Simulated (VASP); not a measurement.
## GaN in VASP 6.6.1, single-point calculation

INCAR

```
ENCUT = 520
NBANDS = 16
LCHARG = .FALSE.
IBRION = -1
LASPH = .TRUE.
EDIFF = 1E-7
PREC = Accurate
NELM = 58
LREAL = .FALSE.
ISIF = 2
SIGMA = 0.02
NSW = 0
ISMEAR = -1
GGA = PE
LWAVE = .FALSE.
```

KPOINTS

```
KPOINTS created by Atomic Simulation Environment
0
Gamma
10 10 10
0 0 0
```

POSCAR

```
Ga N
 1.0000000000000000
     2.3784920000000001    0.0000000000000000    2.2489530000000002
     0.0000000000000000    2.3784920000000001    2.2489530000000002
     2.3784920000000001    2.3784920000000001    0.0000000000000000
 Ga  N
   1   1
Cartesian
  0.0000000000000000  0.0000000000000000  0.0000000000000000
  1.1892460000000000  1.1892460000000000  1.1244765000000001
```

The recommended PBE PAW datasets give the neutral cell 18 valence electrons.

Command

```
mpirun -np 1 vasp_std
```

Standard output (part)

```
|     EEEEEEE  RRRRRR   RRRRRR   OOOOOOO  RRRRRR      ###     ###     ###     |
|     E        R     R  R     R  O     O  R     R     ###     ###     ###     |
|     E        R     R  R     R  O     O  R     R     ###     ###     ###     |
|     EEEEE    RRRRRR   RRRRRR   O     O  RRRRRR       #       #       #      |
|     E        R    R   R    R   O     O  R    R      ###     ###     ###     |
|     EEEEEEE  R     R  R     R  OOOOOOO  R     R     ###     ###     ###     |
|     ERROR: the triple product of the basis vectors is negative exchange     |
|     two basis vectors                                                       |
|       ---->  I REFUSE TO CONTINUE WITH THIS SICK JOB ... BYE!!! <----       |
```

VASP stopped before the first electronic step.

Task: What is wrong with this input?

Result: Left-handed cell vectors. VASP stopped before the first electronic step.
